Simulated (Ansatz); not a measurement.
**NaH: where the heat goes in a short trajectory**

The calculation used Ansatz, DFT PBEsol, scalar-relativistic, plane waves, PAW. The runs took a 420 eV cutoff, a shifted (0.5, 0.5, 0.5 steps) 2×2×2 mesh and Fermi–Dirac smearing (0.069 eV). The mesh is coarse. No spin polarisation.

16 atoms start on the lattice sites below (V = 237.1 Å³, 1.02 times the source cell's; static pressure -1.56 GPa, largest force component 0.00 eV/Å) with velocities drawn for 800 K; Langevin thermostat aiming at the same temperature, fixed cell, 150 steps of 1 fs.

```xyz
16
Lattice="-4.9123 -4.9123 0.0000 0.0000 -4.9123 4.9123 -4.9123 0.0000 4.9123" Properties=species:S:1:pos:R:3 pbc="T T T"
Na   -2.4562   -2.4562    0.0000
Na    0.0000    0.0000    0.0000
Na   -2.4562   -4.9123    2.4562
Na    0.0000   -2.4562    2.4562
Na   -4.9123   -2.4562    2.4562
Na   -2.4562    0.0000    2.4562
Na   -4.9123   -4.9123    4.9123
Na   -2.4562   -2.4562    4.9123
H    -4.9123   -4.9123    2.4562
H    -2.4562   -2.4562    2.4562
H    -4.9123   -7.3685    4.9123
H    -2.4562   -4.9123    4.9123
H    -7.3685   -4.9123    4.9123
H    -4.9123   -2.4562    4.9123
H    -7.3685   -7.3685    7.3685
H    -4.9123   -4.9123    7.3685
```

| t (fs) | T (K) | kinetic energy (meV/atom) | potential energy over the first frame (meV/atom) | P with the kinetic part (GPa) |
| --- | --- | --- | --- | --- |
| 0.0 | 750 | 96.9 | 0.0 | -0.86 |
| 10.0 | 619 | 80.1 | 53.9 | 0.14 |
| 20.0 | 681 | 88.0 | 48.7 | 0.26 |
| 30.0 | 737 | 95.3 | 51.4 | 0.14 |
| 40.0 | 675 | 87.2 | 69.2 | 0.10 |
| 50.0 | 654 | 84.5 | 62.6 | 0.12 |
| 60.0 | 660 | 85.3 | 67.5 | 0.53 |
| 70.0 | 535 | 69.1 | 69.7 | 0.41 |
| 80.0 | 509 | 65.8 | 80.1 | 0.66 |
| 90.0 | 622 | 80.4 | 75.9 | 0.45 |
| 100.0 | 729 | 94.3 | 82.9 | 0.89 |
| 110.0 | 658 | 85.0 | 104.3 | 1.11 |
| 120.0 | 887 | 114.7 | 78.9 | 0.74 |
| 130.0 | 556 | 71.9 | 101.3 | 1.33 |
| 140.0 | 700 | 90.4 | 81.1 | 0.76 |
| 150.0 | 588 | 76.0 | 107.0 | 1.05 |

T counts 3N degrees of freedom. Means over every step of the second half, not only the rows shown: T = 659 K, kinetic energy 85.1 meV/atom, potential energy 88.2 meV/atom, P = 0.87 GPa.

Does the potential energy follow equipartition for harmonic vibrations?

In a harmonic crystal each vibration holds as much potential as kinetic energy on average; T is counted on all 3N degrees of freedom here, and the thermostat also drives the centre of mass, which has no potential energy, so the share is (N − 1)/N of the kinetic energy, 79.8 meV/atom. The run has 88.2, a ratio of 1.11. That is near one, as for a crystal vibrating about its sites. The time step adds a little: a Verlet scheme lowers a mode's mean kinetic energy against its potential energy by the factor 1 − (ωΔt)²/4. So short a run gives a rough mean. T is still well under the temperature that the thermostat aims for.

Split the rise of pressure into the kinetic part and the rest. Can a thermal Grüneisen parameter be estimated?

The program counts the kinetic part as N k_B T/V = 0.61 GPa. The pressure lies 2.43 GPa over the static one in all, so the forces add 1.81 GPa. For a harmonic mode with ω ∝ V^(−γ) and an amplitude that scales with the cell, the forces add (2γ − 2/3)U/V, which needs no equipartition; when U equals the kinetic energy K, this and the kinetic part 2K/(3V) sum to the Mie–Grüneisen γE_th/V. With U = N × 88.2 meV, γ = 1/3 + V ΔP_forces/(2U) = 1.28, for harmonic vibrations a mean over the modes weighted by their potential energy, for uniform scaling of the cell (in a layered or otherwise anisotropic crystal this differs from γ under hydrostatic pressure). Most solids fall between 1 and 3, and tetrahedral, framework and layered ones often lower; anharmonic motion and pressure swings in a cell of 16 atoms make this value uncertain by tenths or more.